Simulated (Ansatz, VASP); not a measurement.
# Two plane-wave programs on Te

```
Te
1.0
     4.47126    0.00000    0.00000
    -2.23563    3.87222    0.00000
     0.00000    0.00000    5.94875
Te
3
Direct
  0.26419 0.00000 0.33333
  0.00000 0.26419 0.66667
  0.73581 0.73581 0.00000
```

Alike in both runs: task single point; functional r2SCAN; k mesh 6 × 6 × 4; no spin polarisation.

|  | VASP | Ansatz |
| --- | --- | --- |
| version | VASP 6.6.1 | Ansatz 0.2.0 |
| potentials or method | VASP PAW PBE potentials, release 64 (Te) | plane waves, PAW |
| plane-wave cutoff (eV) | 520 | 500 |
| occupations | gaussian, width 0.01 eV | fixed |
| valence electrons in the cell | 18 | 48 |

|  | VASP | Ansatz | Ansatz less VASP |
| --- | --- | --- | --- |
| gap on the k mesh at the Fermi level (eV) | 0.33 | 0.36 | +0.031 |
| pressure (GPa) | 0.9 | 0.8 | -0.03 |
| largest component of the traceless stress (GPa) | 0.10 | 0.13 | +0.032 |
| rms of the force components (eV/Å) | 0.000 | 0.016 | +0.0155 |

Atom by atom the forces differ by 0.016 eV/Å (rms over components). The two sets of potentials don't hold the same shells in valence.

Caveats: the PAW data sets were made with another functional, which shifts forces and pressure a little (VASP); spin-orbit coupling is left out, which moves the levels of the heavy elements.
